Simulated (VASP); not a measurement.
Consider the following.

```xyz
4
Lattice="1.8163 -3.1460 0.0000 1.8163 3.1460 0.0000 0.0000 0.0000 3.8662" Properties=species:S:1:pos:R:3 pbc="T T T"
Li     1.8163     1.0487     3.8662
Li     1.8163    -1.0487     0.0000
Li     0.0000     0.0000     1.9331
N      0.0000     0.0000     0.0000
```

Method: PBE GGA, VASP's PBE PAW potentials (set 64) (plane waves; VASP). Numerical set-up: 600 eV cut-off, 6×6×6 Γ-centred mesh, Gaussian smearing of 0.050 eV, potentials Li_sv N.

Energy and stress use the plane-wave basis of the starting cell.

Q: The ions, cell shape and volume at an external pressure of 15.0 GPa are relaxed. What does this cell relax into?

A: 
```xyz
4
Lattice="1.7024 -2.9486 0.0000 1.7024 2.9486 0.0000 0.0000 0.0000 3.6189" Properties=species:S:1:pos:R:3 pbc="T T T"
Li     1.7024     0.9829     3.6189
Li     1.7024    -0.9829     0.0000
Li     3.4048     0.0000     1.8094
N      3.4048     0.0000     0.0000
```
Space group P6/mmm (191), at a tolerance of 0.03 Å.

Q: How do energy and volume change from the first to the last step?

A: The energy (σ→0) changes by +77.9 meV/atom and the volume by -17.8 %, in 5 ionic steps.

The compound is Li3N in the alpha structure. This run relaxes it under an external pressure of 15 GPa. Symmetry was kept, so distortions that lower it aren't found.
